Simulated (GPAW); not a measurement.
**Collinear magnetic orders of free-standing square Co monolayer, spacing 2.65 A with GPAW**

Does free-standing square Co monolayer, spacing 2.65 A prefer parallel or opposed moments, or none?

Program: GPAW 26.7.0. Level of theory: LDA; plane waves with GPAW's PAW setups, scalar-relativistic. Results are calculated unless marked as measured.

## Step 1: The starting structure

The cell holds 1 atom: 1 Co. Its edges and angles: a = 2.650 Å, b = 2.650 Å, c = 14.000 Å, α = 90.0°, β = 90.0°, γ = 90.0°. model lattice. Vacuum lies along c.

Coordinates:

```
Co
1.0
     2.65000    0.00000    0.00000
     0.00000    2.65000    0.00000
     0.00000    0.00000   14.00000
Co
1
Direct
  0.00000 0.00000 0.50000
```

## Step 2: Run 1 (ferro +)

Parallel moments need no larger cell; this start tests for a ferromagnetic state only.

order1.py reads:

```python
import json
import numpy as np
from ase import Atoms
from ase.parallel import paropen, parprint
from gpaw import GPAW

atoms = Atoms(['Co'],
    cell=[[2.65, 0.0, 0.0],
         [0.0, 2.65, 0.0],
         [0.0, 0.0, 14.0]],
    scaled_positions=[[0.0, 0.0, 0.5]],
    pbc=True,
    magmoms=[2.0])
atoms.calc = GPAW(mode={'name': 'pw', 'ecut': 550},
    xc='LDA',
    kpts={'size': (10, 10, 1), 'gamma': True},
    occupations={'name': 'fermi-dirac', 'width': 0.1},
    convergence={'density': 1e-05, 'energy': 1e-05},
    maxiter=200,
    txt='order1.txt')
e = atoms.get_potential_energy(force_consistent=True)
res = {'free_energy': e, 'energy_sigma0': atoms.get_potential_energy(), 'fermi_energy': atoms.calc.get_fermi_level()}
res['moments'] = atoms.get_magnetic_moments().tolist()
res['total'] = atoms.get_magnetic_moment()
parprint('site moments (muB):', np.round(res['moments'], 3))
parprint(f"total moment: {res['total']:.3f} muB")
parprint(f'free energy: {e:.6f} eV')
atoms.calc.write('order1.gpw')
with paropen('results.json', 'w') as f:
    json.dump(res, f)
```

On the command line:

```bash
> OMP_NUM_THREADS=1 python3 order1.py > order1.log
```

The program printed:

```text
site moments (muB): [2.047]
total moment: 2.131 muB
free energy: -6.311472 eV

--- order1.txt ---
Input parameters:
  mode=PW(ecut=550),
  convergence={'density': 1e-05, 'energy': 1e-05},
  kpts=MonkhorstPack(size=(10, 10, 1), gamma=True),
  maxiter=200,
  occupations=Occupations(name='fermi-dirac', width=0.1),
  xc=XC(name='LDA')

Diagonalizing LCAO Hamiltonian
Converting LCAO to pw mode
   .------.
  /|      |
 * |      |
 | |      |
 | |      |
 | |      |
 | |      |
 | |      |
 | |      |
 | |      |
 Co|      |
 | |      |
 | |      |
 | |      |
 | |      |
 | |      |
 | |      |
 | .------.
 |/      /
 *------*

Atoms  # Å, Bohr magnetons
|   | symbol |        x |        y |        z |    initial magnetic moments |
|---|--------|----------|----------|----------|-----------------------------|
| 0 |     Co | 0.000000 | 0.000000 | 7.000000 | ( 0.0000,  0.0000,  2.0000) |

Unit cell  # Å
| periodic |        x |        y |         z |   lengths |    angles |
|----------|----------|----------|-----------|-----------|-----------|
|      yes | 2.650000 | 0.000000 |  0.000000 |  2.650000 | 90.000000 |
|      yes | 0.000000 | 2.650000 |  0.000000 |  2.650000 | 90.000000 |
|      yes | 0.000000 | 0.000000 | 14.000000 | 14.000000 | 90.000000 |

Number of symmetries: 16

BZ-sampling:
  Number of BZ points: 100
  Number of IBZ points: 21

  Monkhorst-Pack size: [10, 10, 1]
  Monkhorst-Pack shift: [0.05, 0.05, 0.0]

K-points  # in reciprocal-cell coordinates
|     |                                coordinates |     weight |
|-----|--------------------------------------------|------------|
|   0 | (  0.00000000,   0.00000000,   0.00000000) | 0.01000000 |
|   1 | (  0.10000000,   0.00000000,   0.00000000) | 0.04000000 |
|   2 | (  0.10000000,   0.10000000,   0.00000000) | 0.04000000 |
|   3 | (  0.20000000,   0.00000000,   0.00000000) | 0.04000000 |
|   4 | (  0.20000000,   0.10000000,   0.00000000) | 0.08000000 |
|   5 | (  0.20000000,   0.20000000,   0.00000000) | 0.04000000 |
|   6 | (  0.30000000,   0.00000000,   0.00000000) | 0.04000000 |
|   7 | (  0.30000000,   0.10000000,   0.00000000) | 0.08000000 |
|   8 | (  0.30000000,   0.20000000,   0.00000000) | 0.08000000 |
|   9 | (  0.30000000,   0.30000000,   0.00000000) | 0.04000000 |
| ... |                                            |            |
|  20 | (  0.50000000,   0.50000000,   0.00000000) | 0.01000000 |

Plane wave coefficients: 2918
Cutoff: 550.0 eV

Spin-components: 2 (collinear spins)
Bands:           9
Projectors:      6
Spin-degeneracy: 1
Datatype:        complex128

Parallelization:
  kpt:    1
  domain: 1
  band:   1

Density:
  Valence electrons: 9.0
  Components: 2
  Grid points: [15 15 80]
  Charge: 0.0  # |e|

Potential:
  Grid points: [15 15 80]

species:
  Co:
    name:    Cobalt
    Z:       27.0
    valence: 9
    core:    18
    charge:  0.0  # [|e|]
    compensation charges:
      type: gauss
      rc: 0.32  # [Å]
      lmax: 2
    cutoffs:
      filter: 1.87  # [Å]
      core: 2.55  # [Å]
    projectors
    | kind |    occ | energy [eV] | rcut [Å] |
    |------|--------|-------------|----------|
    |   4s |  2.000 |      -5.672 |    1.005 |
    |   4p |  0.000 |      -1.387 |    1.058 |
    |   3d |  7.000 |      -8.461 |    1.005 |
    |    s |        |      21.539 |    1.005 |
    |    p |        |      25.825 |    1.058 |
    |    d |        |      18.750 |    1.005 |

    Using partial waves for Co as LCAO basis

Reference energy: -37838.266704  # eV

eigensolver:
  PPCG
  Converge bands: occupied
  niter=2

density mixing:
  MSR1-Mixer
  Pratt-step length: 0.05
  Maximum mixing coefficient: 0.75
  Old densities: 10
  SVD Regularization: 0.005
  Good broyden scale: 1.0
  Trust region scale: 1.0
  Backstep threshold: 4.0
  History deletion threshold: 6.0
  Fourier metric: weight=20.0, sigma=0.015

occupation numbers:
  Fermi-Dirac:
    width: 0.1000  # eV

poisson solver:
  ecut: 4400.0  # eV

xc functional:
  name: None

convergence criteria:
- Maximum integral of absolute [dens]ity change: 1e-05 electrons / valence electron
- Maximum [total energy] change in last 3 cyles: 1e-05 eV / valence electron
- Maximum integral of absolute [eigenst]ate change: 4e-08 eV^2 / valence electron
maximum number of iterations: 200

SCF iterations
|iter     |      energy | eigst |  dens |  magmom |
|---------|-------------|-------|-------|---------|
|iter:   1|       0s |   -6.714814 | +0.07 |       |  +2.0028|
|iter:   2|       2s |   -6.500510 | -1.13 | -0.82 |  +1.9959|
|iter:   3|       4s |   -6.255042 | -0.80 | -0.93 |  +1.9855|
|iter:   4|       6s |   -6.252020 | -2.48 | -1.28 |  +2.0242|
|iter:   5|       7s |   -6.259280 | -2.32 | -1.42 |  +2.0909|
|iter:   6|       9s |   -6.261604 | -3.11 | -1.88 |  +2.1220|
|iter:   7|      11s |   -6.262032 | -3.81 | -2.33 |  +2.1342|
|iter:   8|      13s |   -6.261955 | -4.89 | -2.80 |  +2.1332|
|iter:   9|      15s |   -6.261920 | -5.60 | -3.18 |  +2.1319|
|iter:  10|      17s |   -6.261911c| -6.46 | -3.78 |  +2.1314|
|iter:  11|      19s |   -6.261913c| -7.40 | -4.21 |  +2.1312|
|iter:  12|      20s |   -6.261914c| -7.89c| -4.62 |  +2.1312|
|iter:  13|      21s |   -6.261914c| -8.54c| -5.42c|  +2.1311|

Converged in 13 steps
Energy contributions relative to reference atoms: (reference = -37838.266704)

Energy contributions:
  Kinetic:           6.081995
  Coulomb:          -5.112134
  Zero:             -0.063848
  External:          0.000000
  Xc:               -7.118369
  Entropy:          -0.099117
  Spinorbit:         0.000000
  ----------------------------
  Free energy:      -6.311472
  Extrapolated:     -6.261914

dipole moment: (-7.115249, -7.115249, -0.000006)  # |e|*Ang

Total magnetic moment: (0.000000, 0.000000, 2.131145)

Local magnetic moments
|        x |        y |        z |
|----------|----------|----------|
| 0.000000 | 0.000000 | 2.046883 |  # Co   0

Fermi level: -3.180
Eigenvalues  # (at kpt = [0.000, 0.000, 0.000])
| band index |      eig [eV] | occ [0-1] |      eig [eV] | occ [0-1] |
|------------|---------------|-----------|---------------|-----------|
|          0 |        -7.904 |     1.000 |        -7.472 |     1.000 |
|          1 |        -6.230 |     1.000 |        -4.661 |     1.000 |
|          2 |        -5.445 |     1.000 |        -3.703 |     0.995 |
|          3 |        -4.714 |     1.000 |        -2.711 |     0.009 |
|          4 |        -4.714 |     1.000 |        -2.711 |     0.009 |
|          5 |        -4.555 |     1.000 |        -2.279 |     0.000 |
|          6 |        -2.200 |     0.000 |        -2.060 |     0.000 |
|          7 |         1.340 |     0.000 |         1.389 |     0.000 |
|          8 |         2.501 |     0.000 |         2.519 |     0.000 |

No gap
No difference between direct/indirect transitions
```

The job ended after 28 s (1 MPI rank of Intel Xeon Platinum 8488C (Sapphire Rapids), shared host; peak memory 0.19 GiB).

This step gave:

* magnetization: 2.131 μB
* final state: ferromagnetic
* largest moment: 2.047 μB

After 13 cycles the largest moment stands at 2.05 μB.

## Step 3: Run 2 (antiferro q=(0,1/2,0) +-)

Another pattern of signs weighs the neighbour shells otherwise.

This order needs a doubled cell of 2 atoms. Its mesh is chosen so that both cells sample the same points.

order2.py is the script of step 2 with these lines changed:

```diff
@@ -6,12 +6,13 @@
 
-atoms = Atoms(['Co'],
+atoms = Atoms(['Co', 'Co'],
     cell=[[2.65, 0.0, 0.0],
-         [0.0, 2.65, 0.0],
+         [0.0, 5.3, 0.0],
          [0.0, 0.0, 14.0]],
-    scaled_positions=[[0.0, 0.0, 0.5]],
+    scaled_positions=[[0.0, 0.0, 0.5],
+         [0.0, 0.5, 0.5]],
     pbc=True,
-    magmoms=[2.0])
+    magmoms=[2.0, -2.0])
 atoms.calc = GPAW(mode={'name': 'pw', 'ecut': 550},
     xc='LDA',
-    kpts={'size': (10, 10, 1), 'gamma': True},
+    kpts={'size': (10, 5, 1), 'gamma': True},
     occupations={'name': 'fermi-dirac', 'width': 0.1},
@@ -19,3 +20,3 @@
     maxiter=200,
-    txt='order1.txt')
+    txt='order2.txt')
 e = atoms.get_potential_energy(force_consistent=True)
@@ -27,3 +28,3 @@
 parprint(f'free energy: {e:.6f} eV')
-atoms.calc.write('order1.gpw')
+atoms.calc.write('order2.gpw')
 with paropen('results.json', 'w') as f:
```

On the command line:

```bash
> OMP_NUM_THREADS=1 python3 order2.py > order2.log
```

The program printed:

```text
site moments (muB): [ 1.869 -1.869]
total moment: -0.000 muB
free energy: -12.226520 eV

--- order2.txt ---
Input parameters:
  mode=PW(ecut=550),
  convergence={'density': 1e-05, 'energy': 1e-05},
  kpts=MonkhorstPack(size=(10, 5, 1), gamma=True),
  maxiter=200,
  occupations=Occupations(name='fermi-dirac', width=0.1),
  xc=XC(name='LDA')

Diagonalizing LCAO Hamiltonian
Converting LCAO to pw mode
    .------.
   /|      |
  / |      |
 *  |      |
 |  |      |
 |  |      |
 |  |      |
 |  |      |
 |  |      |
 |  |      |
 |Co|      |
 Co |      |
 |  |      |
 |  |      |
 |  |      |
 |  |      |
 |  |      |
 |  .------.
 | /      /
 |/      /
 *------*

Atoms  # Å, Bohr magnetons
|   | symbol |        x |        y |        z |    initial magnetic moments |
|---|--------|----------|----------|----------|-----------------------------|
| 0 |     Co | 0.000000 | 0.000000 | 7.000000 | ( 0.0000,  0.0000,  2.0000) |
| 1 |     Co | 0.000000 | 2.650000 | 7.000000 | ( 0.0000,  0.0000, -2.0000) |

Unit cell  # Å
| periodic |        x |        y |         z |   lengths |    angles |
|----------|----------|----------|-----------|-----------|-----------|
|      yes | 2.650000 | 0.000000 |  0.000000 |  2.650000 | 90.000000 |
|      yes | 0.000000 | 5.300000 |  0.000000 |  5.300000 | 90.000000 |
|      yes | 0.000000 | 0.000000 | 14.000000 | 14.000000 | 90.000000 |

Number of symmetries: 8

BZ-sampling:
  Number of BZ points: 50
  Number of IBZ points: 18

  Monkhorst-Pack size: [10, 5, 1]
  Monkhorst-Pack shift: [0.05, 0.0, 0.0]

Plane wave coefficients: 5830
Cutoff: 550.0 eV

Spin-components: 2 (collinear spins)
Bands:           15
Projectors:      12
Spin-degeneracy: 1
Datatype:        complex128

Parallelization:
  kpt:    1
  domain: 1
  band:   1

Density:
  Valence electrons: 18.0
  Components: 2
  Grid points: [15 30 80]
  Charge: 0.0  # |e|

Potential:
  Grid points: [15 30 80]

[... setups left out ...]
Reference energy: -75676.533408  # eV

eigensolver:
  PPCG
  Converge bands: occupied
  niter=2

density mixing:
  MSR1-Mixer
  Pratt-step length: 0.05
  Maximum mixing coefficient: 0.75
  Old densities: 10
  SVD Regularization: 0.005
  Good broyden scale: 1.0
  Trust region scale: 1.0
  Backstep threshold: 4.0
  History deletion threshold: 6.0
  Fourier metric: weight=20.0, sigma=0.015

occupation numbers:
  Fermi-Dirac:
    width: 0.1000  # eV

poisson solver:
  ecut: 4400.0  # eV

xc functional:
  name: None

convergence criteria:
- Maximum integral of absolute [dens]ity change: 1e-05 electrons / valence electron
- Maximum [total energy] change in last 3 cyles: 1e-05 eV / valence electron
- Maximum integral of absolute [eigenst]ate change: 4e-08 eV^2 / valence electron
maximum number of iterations: 200

SCF iterations
|iter     |      energy | eigst |  dens |  magmom |
|---------|-------------|-------|-------|---------|
|iter:   1|       0s |  -13.109693 | +0.05 |       |  +0.0000|
|iter:   2|       4s |  -12.620477 | -1.17 | -0.79 |  -0.0000|
|iter:   3|       9s |  -12.073162 | -0.62 | -0.91 |  -0.0000|
|iter:   4|      13s |  -12.057636 | -2.11 | -1.38 |  +0.0000|
|iter:   5|      20s |  -12.056964 | -2.34 | -1.55 |  -0.0000|
|iter:   6|      26s |  -12.061382 | -3.29 | -1.93 |  +0.0000|
|iter:   7|      32s |  -12.063474 | -3.58 | -2.26 |  -0.0000|
|iter:   8|      37s |  -12.063395 | -4.50 | -2.73 |  +0.0000|
|iter:   9|      41s |  -12.063578 | -4.76 | -3.10 |  -0.0008|
|iter:  10|      44s |  -12.063367 | -5.01 | -2.22 |  +0.0000|
|iter:  11|      48s |  -12.063397 | -5.87 | -3.67 |  -0.0002|
|iter:  12|      52s |  -12.063387c| -6.14 | -2.83 |  +0.0000|
|iter:  13|      56s |  -12.063400c| -6.63 | -3.83 |  -0.0000|
|iter:  14|      62s |  -12.063392c| -7.01 | -3.49 |  +0.0000|
|iter:  15|      68s |  -12.063405c| -6.71 | -3.65 |  -0.0000|
|iter:  16|      73s |  -12.063410c| -7.34 | -4.25 |  -0.0000|
|iter:  17|      76s |  -12.063410c| -7.85c| -4.65 |  -0.0000|
|iter:  18|      79s |  -12.063410c| -8.18c| -5.30c|  -0.0000|

Converged in 18 steps
Energy contributions relative to reference atoms: (reference = -75676.533408)

Energy contributions:
  Kinetic:          13.935285
  Coulomb:         -11.530038
  Zero:             -0.132144
  External:          0.000000
  Xc:              -14.173402
  Entropy:          -0.326221
  Spinorbit:         0.000000
  ----------------------------
  Free energy:     -12.226520
  Extrapolated:    -12.063410

dipole moment: (-14.221835, -14.221837, -0.000012)  # |e|*Ang

Total magnetic moment: (0.000000, 0.000000, -0.000000)

Local magnetic moments
|        x |        y |         z |
|----------|----------|-----------|
| 0.000000 | 0.000000 |  1.869055 |  # Co   0
| 0.000000 | 0.000000 | -1.869055 |  # Co   1

Fermi level: -3.156
Eigenvalues  # (at kpt = [0.000, 0.000, 0.000])
| band index |      eig [eV] | occ [0-1] |      eig [eV] | occ [0-1] |
|------------|---------------|-----------|---------------|-----------|
|          0 |        -7.631 |     1.000 |        -7.631 |     1.000 |
|          1 |        -5.927 |     1.000 |        -5.927 |     1.000 |
|          2 |        -5.247 |     1.000 |        -5.247 |     1.000 |
|          3 |        -5.197 |     1.000 |        -5.197 |     1.000 |
|          4 |        -4.644 |     1.000 |        -4.644 |     1.000 |
|          5 |        -4.627 |     1.000 |        -4.627 |     1.000 |
|          6 |        -4.484 |     1.000 |        -4.484 |     1.000 |
|          7 |        -3.299 |     0.808 |        -3.299 |     0.808 |
|          8 |        -3.182 |     0.565 |        -3.182 |     0.565 |
|          9 |        -2.616 |     0.004 |        -2.616 |     0.004 |
|         10 |        -2.538 |     0.002 |        -2.538 |     0.002 |
|         11 |        -2.107 |     0.000 |        -2.107 |     0.000 |
|         12 |        -1.997 |     0.000 |        -1.997 |     0.000 |
|         13 |         0.138 |     0.000 |         0.138 |     0.000 |
|         14 |         1.364 |     0.000 |         1.364 |     0.000 |

No gap
No difference between direct/indirect transitions
```

It took 92 s on 1 MPI rank; peak memory 0.27 GiB.

This step gave:

| Item | Value |
| --- | --- |
| magnetization | 0 μB |
| final state | antiferromagnetic |
| largest moment | 1.869 μB |

It lies 198 meV a seeded atom over the first start, and its largest moment is 1.87 μB against 2.05 μB.

## Step 4: Run 3 (antiferro q=(1/2,1/2,0) +-)

Another pattern of signs weighs the neighbour shells otherwise.

This order needs a doubled cell of 2 atoms. Its mesh is chosen so that both cells sample the same points.

order3.py is the script of step 3 with these lines changed:

```diff
@@ -7,7 +7,7 @@
 atoms = Atoms(['Co', 'Co'],
-    cell=[[2.65, 0.0, 0.0],
-         [0.0, 5.3, 0.0],
+    cell=[[5.3, 0.0, 0.0],
+         [2.65, 2.65, 0.0],
          [0.0, 0.0, 14.0]],
     scaled_positions=[[0.0, 0.0, 0.5],
-         [0.0, 0.5, 0.5]],
+         [0.5, 0.0, 0.5]],
     pbc=True,
@@ -16,3 +16,3 @@
     xc='LDA',
-    kpts={'size': (10, 5, 1), 'gamma': True},
+    kpts={'size': (5, 10, 1), 'gamma': True},
     occupations={'name': 'fermi-dirac', 'width': 0.1},
@@ -20,3 +20,3 @@
     maxiter=200,
-    txt='order2.txt')
+    txt='order3.txt')
 e = atoms.get_potential_energy(force_consistent=True)
@@ -28,3 +28,3 @@
 parprint(f'free energy: {e:.6f} eV')
-atoms.calc.write('order2.gpw')
+atoms.calc.write('order3.gpw')
 with paropen('results.json', 'w') as f:
```

On the command line:

```bash
> OMP_NUM_THREADS=1 python3 order3.py > order3.log
```

The program printed:

```text
UserWarning: Initial realspace grid (30,21,80) inconsistent with symmetries.
UserWarning: Using symmetrized grid: (30,30,80).

site moments (muB): [ 1.706 -1.706]
total moment: -0.000 muB
free energy: -11.908008 eV

--- order3.txt ---
Input parameters:
  mode=PW(ecut=550),
  convergence={'density': 1e-05, 'energy': 1e-05},
  kpts=MonkhorstPack(size=(5, 10, 1), gamma=True),
  maxiter=200,
[...]
|          3 |        -5.062 |     1.000 |        -5.062 |     1.000 |
|          4 |        -4.857 |     1.000 |        -4.857 |     1.000 |
[...]
|         11 |        -2.090 |     0.000 |        -2.090 |     0.000 |
|         12 |         1.365 |     0.000 |         1.365 |     0.000 |
|         13 |         2.623 |     0.000 |         2.623 |     0.000 |
|         14 |         2.623 |     0.000 |         2.623 |     0.000 |

No gap
No difference between direct/indirect transitions


[key lines of the parts left out:]
Free energy:     -11.908008
Converged in 20 steps
dipole moment: (-28.436501, -14.218249, -0.000012)  # |e|*Ang
Fermi level: -3.148
```

Elapsed: 2.2 min, on 1 MPI rank; peak memory 0.34 GiB.

Spin moment in the augmentation sphere by atom:

| atom | spin moment in the augmentation sphere (μB) |
| --- | --- |
| Co1 | 1.71 |
| Co2 | -1.71 |

This step gave:

- magnetization: 0 μB
- final state: antiferromagnetic

It lies 357 meV a seeded atom over the first start, and its largest moment is 1.71 μB against 2.05 μB.

## Step 5: Run 4 (no spin polarisation)

This run holds no moments, which gives a state to set the others against.

nospin.py reads:

```python
import json
import numpy as np
from ase import Atoms
from ase.parallel import paropen, parprint
from gpaw import GPAW

atoms = Atoms(['Co'],
    cell=[[2.65, 0.0, 0.0],
         [0.0, 2.65, 0.0],
         [0.0, 0.0, 14.0]],
    scaled_positions=[[0.0, 0.0, 0.5]],
    pbc=True)
atoms.calc = GPAW(mode={'name': 'pw', 'ecut': 550},
    xc='LDA',
    kpts={'size': (10, 10, 1), 'gamma': True},
    occupations={'name': 'fermi-dirac', 'width': 0.1},
    convergence={'density': 1e-05, 'energy': 1e-05},
    maxiter=200,
    txt='nospin.txt')
e = atoms.get_potential_energy(force_consistent=True)
res = {'free_energy': e, 'energy_sigma0': atoms.get_potential_energy(), 'fermi_energy': atoms.calc.get_fermi_level()}
parprint(f'free energy: {e:.6f} eV')
atoms.calc.write('nospin.gpw')
with paropen('results.json', 'w') as f:
    json.dump(res, f)
```

On the command line:

```bash
> OMP_NUM_THREADS=1 python3 nospin.py > nospin.log
```

The program printed:

```text
free energy: -5.740605 eV

--- nospin.txt ---
Input parameters:
  mode=PW(ecut=550),
  convergence={'density': 1e-05, 'energy': 1e-05},
  kpts=MonkhorstPack(size=(10, 10, 1), gamma=True),
  maxiter=200,
  occupations=Occupations(name='fermi-dirac', width=0.1),
  xc=XC(name='LDA')

Diagonalizing LCAO Hamiltonian
Converting LCAO to pw mode
   .------.
  /|      |
 * |      |
 | |      |
 | |      |
 | |      |
[...]
|------------|---------------|-----------|
|          0 |        -7.653 |     2.000 |
|          1 |        -5.363 |     2.000 |
|          2 |        -4.301 |     1.998 |
|          3 |        -3.478 |     0.497 |
|          4 |        -3.478 |     0.497 |
|          5 |        -3.293 |     0.099 |
|          6 |        -2.097 |     0.000 |
|          7 |         1.377 |     0.000 |
|          8 |         2.523 |     0.000 |

No gap
No difference between direct/indirect transitions


[key lines of the parts left out:]
Free energy:      -5.740605
Converged in 12 steps
dipole moment: (-7.099109, -7.099109, -0.000006)  # |e|*Ang
Fermi level: -3.588
```

Wall time 9.7 s (1 MPI rank); peak memory 0.16 GiB.

Read from the output:

| Property | Result |
| --- | --- |
| final state | non-magnetic (no spin polarisation) |

It lies 571 meV a seeded atom over the first start.

[end of part 1 of 2]

[Logs and program files are shortened in this print: banners, set-up blocks, solver, clock and traceback lines can be left out without a mark of their own.]

[Logs are printed without paths, hosts, clocks, repeated set-up lines and the standing remarks that a program may print on its own settings, such as how far it seeks lower states.]

[Hosts, paths, dates, database ids (printed as entryN), source tags and the programs' standing remarks are cut or masked in the printed files.]

[Where a cell is said to come from a database of computed structures, the database is the Materials Project.]
